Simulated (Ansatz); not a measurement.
# Sr: the cost of one run

Method: DFT PBE, scalar-relativistic, plane waves, PAW, in Ansatz 0.2.0.

4 further runs of the same task are left out: 3 that didn't finish, 1 set aside as unsound or not needed.

### Step 1. The starting structure

The structure is cubic, space group Fm-3m (No. 225). The conventional cell has a = 6.026 Å, b = 6.026 Å, c = 6.026 Å, α = 90.00°, β = 90.00°, γ = 90.00°. Around Sr (site symmetry m-3m) lie 12 Sr at 4.26 Å.

Structure file:

```cif
data_structure
_symmetry_space_group_name_H-M 'P 1'
_symmetry_Int_Tables_number 1
_cell_length_a 4.2608
_cell_length_b 4.2608
_cell_length_c 4.2608
_cell_angle_alpha 60.000
_cell_angle_beta 60.000
_cell_angle_gamma 60.000
_cell_volume 54.70
loop_
_atom_site_label
_atom_site_type_symbol
_atom_site_fract_x
_atom_site_fract_y
_atom_site_fract_z
_atom_site_occupancy
Sr1 Sr 0.00000 0.00000 0.00000 1
```

It is the result of an earlier relaxation at this level (volume 54.70 Å³/atom; gap on the mesh: none (metal)).

### Step 2. Static run: bands, density of states and charges

Input file input.yaml:

```yaml
crystal:
  lattice:
    - [0.0, 3.0128201084, 3.0128201084]
    - [3.0128201084, 0.0, 3.0128201084]
    - [3.0128201084, 3.0128201084, 0.0]
  atoms:
    - { symbol: Sr, position: [0.0, 0.0, 0.0] }
basis:
  ecutwfc: 420
kpoints:
  mp_grid: { grid: [12, 12, 12] }
  band_path:
    path:
      - [[0.0, 0.0, 0.0], [0.5, 0.0, 0.5], [0.625, 0.25, 0.625]]
      - [[0.375, 0.375, 0.75], [0.0, 0.0, 0.0], [0.5, 0.5, 0.5], [0.5, 0.25, 0.75], [0.5, 0.0, 0.5]]
    npoints: 14
hamiltonian:
  xc: pbe
scf:
  occupations: { method: gaussian, width: 0.1 }
  n_extra_bands: 6
output:
  forces: true
  stress: true
  eigenvalues: true
  populations: true
  dos: { projected: true, de: 0.02, nscf_kmesh: { grid: [18, 18, 18] } }
  bader: true
```

Run with:

```sh
> ansatz run input.yaml --threads 1 --pin off --max-ram 2560MiB --backend cpu --events-out ev --progress --plain --runs-dir out
```

Q: Estimate wall time and peak memory on 1 thread of Arm Neoverse V1, shared host.

About 9.1 s, with a peak of 0.32 GiB.
